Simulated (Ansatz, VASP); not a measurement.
One calculation of BN, two programs

```
B N
1.0
     2.45858    0.00141    0.00000
     1.22806    2.12990    0.00000
     0.00000    0.00000   26.00000
B N
1 1
Direct
  0.49998 0.49998 0.50000
  0.83332 0.83332 0.50000
```

Change from the starting cell: biaxial strain -0.020, atoms relaxed.

Alike in both runs: functional PBE; dispersion D3(BJ); k mesh 10 × 10 × 1; occupations gaussian, width 0.02 eV; no spin polarisation.

Ansatz relaxed the structure, and its values are those at the end. VASP's run is a single point on that final structure, the one shown.

```csv
,VASP,Ansatz
version,VASP 6.6.1,Ansatz 0.2.0
potentials or method,"VASP PAW PBE potentials, release 64 (B, N)","scalar-relativistic, plane waves, PAW"
plane-wave cutoff (eV),520,420
valence electrons in the cell,8,8
```

```csv
,VASP,Ansatz,Ansatz less VASP
gap on the k mesh at the Fermi level (eV),4.82,4.82,+0.001
least direct gap on the mesh (eV),5.19,5.19,+0.003
```

Ansatz warned: «near_symmetry_operations_not_taken».
